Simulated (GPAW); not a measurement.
# Hf (P-1) in GPAW: settings compared

Aim: see how the results for Hf move with the level of theory and the settings. Levels: PBE, RPBE. Tasks: optical spectrum.

Everything below comes from runs of GPAW 26.7.0. Logs are shortened: lines on timing, memory, paths and dates and some standing lists are left out, and cuts for length are marked. The log counts tension as positive stress, the text compression.

### 1 The cell of the first run

The typed cell holds 1 atom: a = 2.880 Å, b = 3.093 Å, c = 3.172 Å, α = 104.64°, β = 108.16°, γ = 109.13°.

This isn't the form of Hf at room conditions, which is hcp.

### 2 Optical spectrum, PBE (cell sheared at random, sigma 0.06, atoms nudged by 0.01 Å)

run.py

```python
from ase.dft.bandgap import bandgap
from ase.io import read, write
from gpaw import GPAW, PW
from gpaw.response.df import DielectricFunction

atoms = read('POSCAR')

calc = GPAW(mode=PW(500),
            xc='PBE',
            kpts={'size': (9, 8, 8), 'gamma': True},
            occupations={'name': 'fermi-dirac', 'width': 0.05},
            nbands=14,
            convergence={'density': 1e-06},
            maxiter=150,
            txt='gpaw.txt')
atoms.calc = calc
energy = atoms.get_potential_energy()
calc.write('gs.gpw')
write('result.traj', atoms)
print(f'Energy: {energy:.6f} eV')
print('Fermi level:', round(calc.get_fermi_level(), 4), 'eV')
print(f'Gap: {bandgap(calc)[0]:.4f} eV, direct: {bandgap(calc, direct=True)[0]:.4f} eV')

dense = calc.fixed_density(kpts={'size': (13, 12, 12), 'gamma': True},
                           nbands=22, convergence={'bands': 16, 'eigenstates': 1e-7},
                           update_fermi_level=True, txt='dense.txt')
dense.write('dense.gpw', mode='all')

df = DielectricFunction('dense.gpw', frequencies={'type': 'nonlinear', 'domega0': 0.05, 'omega2': 10},
                        eta=0.1, ecut=50, nbands=16, rate='eta', txt='df.txt')
for direction in ['x', 'y', 'z']:
    df.get_dielectric_function(xc='RPA', direction=direction, filename=f'df_{direction}.csv')
```

POSCAR

```
Hf
1.0
   -1.6949996300      1.6521226200      1.6409087300
    1.8764833500     -1.6515503200      1.8218201500
    1.9410572400      1.8976079200     -1.6403364300
Hf
1
Direct
    0.0000000000      0.0000000000      0.0000000000
```

Potentials or basis: GPAW PAW data sets (gpaw-data 1.2.1), pw.

Started as:

```bash
$ OMP_NUM_THREADS=1 python run.py
```

gpaw.txt:

```text
__  _  _
 | _ |_)|_||  |
 |__||  | ||/\| - 26.7.0

Input parameters:
  mode=PW(ecut=500.0),
  convergence={'density': 1e-06},
  kpts=MonkhorstPack(size=(9, 8, 8), gamma=True),
  maxiter=150,
  nbands=14,
  occupations=Occupations(name='fermi-dirac', width=0.05),
  xc=XC(name='PBE')

Diagonalizing LCAO Hamiltonian
Converting LCAO to pw mode

       Hf

Atoms  # Å, Bohr magnetons
|   | symbol |        x |        y |        z |    initial magnetic moments |
|---|--------|----------|----------|----------|-----------------------------|
| 0 |     Hf | 0.000000 | 0.000000 | 0.000000 | ( 0.0000,  0.0000,  0.0000) |

Unit cell  # Å
| periodic |         x |         y |         z |  lengths |     angles |
|----------|-----------|-----------|-----------|----------|------------|
|      yes | -1.695000 |  1.652123 |  1.640909 | 2.880124 | 104.642879 |
|      yes |  1.876483 | -1.651550 |  1.821820 | 3.093192 | 108.157475 |
|      yes |  1.941057 |  1.897608 | -1.640336 | 3.171644 | 109.131654 |

Number of symmetries: 2
Symmetry operations  # r_c * U_cc + t_c -> r_c
|   | kind |            matrix            |
|---|------|------------------------------|
| 0 |  E   |  1, 0, 0,  0, 1, 0,  0, 0, 1 |
| 1 |  i   | -1, 0, 0,  0,-1, 0,  0, 0,-1 |

BZ-sampling:
  Number of BZ points: 576
  Number of IBZ points: 290

  Monkhorst-Pack size: [9, 8, 8]
  Monkhorst-Pack shift: [0.0, 0.0625, 0.0625]

K-points  # in reciprocal-cell coordinates
|     |                                coordinates |     weight |
|-----|--------------------------------------------|------------|
|   0 | (  0.00000000,   0.00000000,   0.00000000) | 0.00173611 |
|   1 | (  0.00000000,   0.00000000,   0.12500000) | 0.00347222 |
|   2 | (  0.00000000,   0.00000000,   0.25000000) | 0.00347222 |
|   3 | (  0.00000000,   0.00000000,   0.37500000) | 0.00347222 |
|   4 | (  0.00000000,   0.00000000,   0.50000000) | 0.00173611 |
|   5 | (  0.00000000,   0.12500000,  -0.37500000) | 0.00347222 |
|   6 | (  0.00000000,   0.12500000,  -0.25000000) | 0.00347222 |
|   7 | (  0.00000000,   0.12500000,  -0.12500000) | 0.00347222 |
|   8 | (  0.00000000,   0.12500000,   0.00000000) | 0.00347222 |
|   9 | (  0.00000000,   0.12500000,   0.12500000) | 0.00347222 |
| ... |                                            |            |
| 289 | (  0.44444444,   0.50000000,   0.50000000) | 0.00347222 |

Plane wave coefficients: 605
Cutoff: 500.0 eV

Spin-components: 1 (collinear spins)
Bands:           14
Projectors:      6
Spin-degeneracy: 2
Datatype:        complex128

Parallelization:
  kpt:    1
  domain: 1
  band:   1

Density:
  Valence electrons: 12.0
  Components: 1
  Grid points: [15 16 18]
  Charge: 0.0  # |e|

Potential:
  Grid points: [15 16 18]

species:
  Hf:
    name:    Hafnium
    Z:       72.0
    valence: 12
    core:    60
    charge:  0.0  # [|e|]
    compensation charges:
      type: gauss
      rc: 0.41  # [Å]
      lmax: 2
    cutoffs:
      filter: 2.36  # [Å]
      core: 4.02  # [Å]
    projectors
    | kind |    occ | energy [eV] | rcut [Å] |
    |------|--------|-------------|----------|
    |   5s |  2.000 |     -66.831 |    1.397 |
    |   6s |  2.000 |      -5.097 |    1.397 |
    |   5p |  6.000 |     -35.599 |    1.307 |
    |   6p |  0.000 |      -1.401 |    1.307 |
    |   5d |  2.000 |      -2.699 |    1.334 |
    |    d |        |      24.513 |    1.334 |

    Using partial waves for Hf as LCAO basis

Reference energy: -409886.115275  # eV

eigensolver:
  PPCG
  Converge bands: occupied
  niter=2

density mixing:
  MSR1-Mixer
  Pratt-step length: 0.05
  Maximum mixing coefficient: 0.75
  Old densities: 10
  SVD Regularization: 0.005
  Good broyden scale: 1.0
  Trust region scale: 1.0
  Backstep threshold: 4.0
  History deletion threshold: 6.0
  Fourier metric: weight=20.0, sigma=0.015

occupation numbers:
  Fermi-Dirac:
    width: 0.0500  # eV

poisson solver:
  ecut: 4000.0  # eV

xc functional:
  name: PBE with 2 nearest neighbor stencil

convergence criteria:
- Maximum integral of absolute [dens]ity change: 1e-06 electrons / valence electron
- Maximum [total energy] change in last 3 cyles: 0.0005 eV / valence electron
- Maximum integral of absolute [eigenst]ate change: 4e-08 eV^2 / valence electron
maximum number of iterations: 150

SCF iterations
|iter     | |      energy | eigst |  dens |
|---------|-|-------------|-------|-------|
|iter:   1| |   -7.327594 | -0.26 |       |
|iter:   2| |   -7.311788 | -2.99 | -1.31 |
|iter:   3| |   -7.235319 | -1.97 | -1.34 |
|iter:   4| |   -7.239582 | -3.23 | -1.95 |
|iter:   5| |   -7.240669c| -4.48 | -2.38 |
|iter:   6| |   -7.240683c| -6.14 | -3.34 |
|iter:   7| |   -7.240684c| -7.68c| -4.17 |
|iter:   8| |   -7.240684c| -7.62c| -4.70 |
|iter:   9| |   -7.240684c| -8.38c| -5.75 |
|iter:  10| |   -7.240684c| -9.24c| -6.29c|

Converged in 10 steps
Energy contributions relative to reference atoms: (reference = -409886.115275)

Energy contributions:
  Kinetic:           4.167009
  Coulomb:          -3.998536
  Zero:             -0.495178
  External:          0.000000
  Xc:               -6.906592
  Entropy:          -0.014772
  Spinorbit:         0.000000
  ----------------------------
  Free energy:      -7.248070
  Extrapolated:     -7.240684

dipole moment: (-7.708081, -6.893307, -6.618082)  # |e|*Ang

Fermi level: 9.149
Eigenvalues  # (at kpt = [0.000, 0.000, 0.000])
| band index |      eig [eV] | occ [0-2] |
|------------|---------------|-----------|
|          0 |       -52.402 |     2.000 |
|          1 |       -21.001 |     2.000 |
|          2 |       -20.898 |     2.000 |
|          3 |       -20.702 |     2.000 |
|          4 |         2.302 |     2.000 |
|          5 |         9.555 |     0.001 |
|          6 |         9.923 |     0.000 |
|          7 |        11.978 |     0.000 |
|          8 |        13.342 |     0.000 |
|          9 |        14.047 |     0.000 |
|         10 |        20.871 |     0.000 |
|         11 |        22.825 |     0.000 |
|         12 |        23.770 |     0.000 |
|         13 |        30.189 |     0.000 |

No gap
No difference between direct/indirect transitions
# Writing to gs.gpw (mode='')
```

It took 3 min on 1 thread of Arm Neoverse V1, shared host; peak memory 0.61 GiB.

What came out:

```
Free energy            : -7.2481 eV
Band gap on the k mesh : none (metal or under the smearing width)
```

Dielectric function (mean over the directions given):
```
energy (eV)  real part  imaginary part
       0.41    -139.29          129.28
       1.26     -19.42           18.67
       2.30       0.81            8.93
       3.30       1.35           11.02
       4.30      -0.55            8.54
       5.31      -1.17            7.60
       6.31      -2.31            5.39
       7.12      -1.65            4.34
       8.16      -1.47            3.25
       9.18      -1.80            3.40
      10.16      -1.98            1.80
      11.20      -1.00            1.38
      12.19      -1.17            1.50
      13.00      -1.02            0.87
      14.10      -0.68            0.46
      15.13      -0.35            0.29
      16.21      -0.05            0.20
      17.36       0.14            0.16
      18.58       0.30            0.15
      19.87       0.44            0.10
```

Caveat: the intraband term hangs on this k mesh; the long-wavelength limit can be off by several per cent where d states take part; independent-particle spectra lack excitons. The run has no spin-orbit coupling, so splittings on Hf are missing.

### 3 Optical spectrum, RPBE (cell sheared at random, sigma 0.06, atoms nudged by 0.01 Å)

Edit run.py of step 2 so:

```diff
@@ -8,3 +8,3 @@
 calc = GPAW(mode=PW(500),
-            xc='PBE',
+            xc='RPBE',
             kpts={'size': (9, 8, 8), 'gamma': True},
```

POSCAR is that of step 2.

Potentials or basis: the program's PAW data sets (release 1.2.1) made for this functional, pw.

Started as:

```bash
$ OMP_NUM_THREADS=1 python run.py
```

gpaw.txt:

```text
__  _  _
 | _ |_)|_||  |
 |__||  | ||/\| - 26.7.0

Input parameters:
  mode=PW(ecut=500.0),
  convergence={'density': 1e-06},
  kpts=MonkhorstPack(size=(9, 8, 8), gamma=True),
  maxiter=150,
  nbands=14,
  occupations=Occupations(name='fermi-dirac', width=0.05),
  xc=XC(name='RPBE')

Diagonalizing LCAO Hamiltonian
Converting LCAO to pw mode

       Hf

Atoms  # Å, Bohr magnetons
|   | symbol |        x |        y |        z |    initial magnetic moments |
|---|--------|----------|----------|----------|-----------------------------|
| 0 |     Hf | 0.000000 | 0.000000 | 0.000000 | ( 0.0000,  0.0000,  0.0000) |

Unit cell  # Å
| periodic |         x |         y |         z |  lengths |     angles |
|----------|-----------|-----------|-----------|----------|------------|
[... 121 lines left out ...]
|iter:   1| |   -6.925293 | -0.26 |       |
|iter:   2| |   -6.909643 | -3.00 | -1.29 |
|iter:   3| |   -6.835102 | -1.94 | -1.32 |
|iter:   4| |   -6.840034 | -3.15 | -1.93 |
|iter:   5| |   -6.841243 | -4.32 | -2.36 |
|iter:   6| |   -6.841260c| -5.96 | -3.33 |
|iter:   7| |   -6.841260c| -7.48c| -4.12 |
|iter:   8| |   -6.841261c| -8.14c| -4.65 |
|iter:   9| |   -6.841261c| -9.52c| -5.75 |
|iter:  10| |   -6.841261c|-10.41c| -6.45c|

Converged in 10 steps
Energy contributions relative to reference atoms: (reference = -409898.923301)

Energy contributions:
  Kinetic:           5.606730
  Coulomb:          -5.318600
  Zero:             -0.507693
  External:          0.000000
  Xc:               -6.614455
  Entropy:          -0.014484
  Spinorbit:         0.000000
  ----------------------------
  Free energy:      -6.848503
  Extrapolated:     -6.841261

dipole moment: (-7.693925, -6.880648, -6.605927)  # |e|*Ang

Fermi level: 9.254
Eigenvalues  # (at kpt = [0.000, 0.000, 0.000])
| band index |      eig [eV] | occ [0-2] |
|------------|---------------|-----------|
|          0 |       -52.353 |     2.000 |
|          1 |       -20.943 |     2.000 |
|          2 |       -20.841 |     2.000 |
|          3 |       -20.649 |     2.000 |
|          4 |         2.401 |     2.000 |
|          5 |         9.679 |     0.000 |
|          6 |        10.050 |     0.000 |
|          7 |        12.113 |     0.000 |
|          8 |        13.460 |     0.000 |
|          9 |        14.170 |     0.000 |
|         10 |        20.938 |     0.000 |
|         11 |        22.904 |     0.000 |
|         12 |        23.848 |     0.000 |
|         13 |        30.329 |     0.000 |

No gap
No difference between direct/indirect transitions
# Writing to gs.gpw (mode='')
```

df.txt:

```text
NonLinearFrequencyDescriptor(from 0.000 to 87.042 eV, 379 points)
NonLinearFrequencyDescriptor(from 0.000 to 87.042 eV, 379 points)

Calculating chi0 body with:
    Ground state adapter containing:
    Number of spins: 1
    Number of kpoints: 1872
    Number of irreducible kpoints: 938
    Number of completely occupied states: 5
    Number of partially occupied states: 7

    Linear response parametrization:
    q_c: [0.0, 0.0, 0.0]
    Number of frequency points: 379
[... 43 lines left out ...]
    Number of kpoints: 1872
    Number of irreducible kpoints: 938
    Number of completely occupied states: 5
    Number of partially occupied states: 7

Symmetries of q_c:
    Direct symmetries (Uq -> q): 2
    Indirect symmetries (TUq -> q): 0
In total 2 allowed symmetries.

Integral kind: intraband
Plasma frequency:
[[5.38-0.j 1.24+0.j 0.64-0.j]
 [1.24+0.j 5.9 +0.j 2.17-0.j]
 [0.64-0.j 2.17-0.j 6.06+0.j]]

Finished calculating chi0
```

It took 3.1 min on 1 thread of Arm Neoverse V1, shared host; peak memory 0.61 GiB.

Results:

```
Free energy            : -6.8485 eV
Band gap on the k mesh : none (metal or under the smearing width)
```

Dielectric function (mean over the directions given):
```
energy (eV)  real part  imaginary part
       0.41    -140.70          128.76
       1.04     -27.40           27.63
       1.66      -9.48           11.21
       2.30       0.82            8.83
       2.91       2.29           10.92
       3.56       1.21           10.30
       4.16      -0.80            8.94
       4.79      -0.87            8.29
       5.53      -1.50            7.23
       6.15      -2.31            5.75
       6.79      -1.80            4.38
       7.38      -1.66            4.09
       8.07      -1.62            3.52
       8.71      -1.14            3.67
       9.27      -1.83            3.43
      10.06      -2.11            1.98
      10.67      -1.54            1.42
      11.31      -1.00            1.43
      11.96      -0.92            1.59
      12.53      -1.17            1.21
      13.24      -0.97            0.75
      13.85      -0.78            0.55
      14.61      -0.48            0.36
      15.26      -0.31            0.26
      15.94      -0.13            0.22
      16.64       0.02            0.20
      17.36       0.14            0.16
      18.12       0.25            0.16
      18.90       0.32            0.13
      19.87       0.44            0.10
```

Caveat: the intraband term hangs on this k mesh; the long-wavelength limit can be off by several per cent where d states take part; independent-particle spectra lack excitons. The run has no spin-orbit coupling, so splittings on Hf are missing.
